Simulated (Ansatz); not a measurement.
Is this LiCl structure a true minimum?

It was reached by relaxing an invented guess, and it needn't be the stable form of this composition.

Method: DFT PBE, scalar-relativistic, plane waves, PAW (Ansatz 0.2.0). Settings: cutoff 420 eV, Γ-centred mesh 8×8×4 on the computed 6-atom cell, Gaussian smearing of 0.02 eV; no spin polarisation.

The cell below (6 atoms, space group R3m (No. 160)) is relaxed within its symmetry.

```
Li Cl
1.0
     3.39229   -1.95936    0.00776
     3.39229    1.95936    0.00776
    -2.28877    0.00000    9.46575
Li Cl
3 3
Direct
  0.83550 0.83550 0.95635
  0.61350 0.61350 0.29123
  0.05774 0.05774 0.62366
  0.69752 0.69752 0.54337
  0.14202 0.14202 0.87590
  0.91961 0.91961 0.20950
```

For the test a repeat of it with 12 atoms (edges 3.92, 6.79, 9.74 Å) was strained at random (σ = 1.5 % a component), the atoms were moved at random (σ = 0.05 Å), and all was relaxed again on a coarse 4×2×2 mesh (in the run’s order of axes) with 0.10 eV smearing, with no symmetry imposed.

Question: Is the structure stable against such a distortion?

Answer: It returns, within 1 meV/atom of the unmoved cell on that mesh and with the same symmetry when read at 0.1 Å (P1 at 0.01 Å, so small strains and shifts remain). No instability shows in this cell; modes of other wave vectors, which need another repeat, aren't tested.
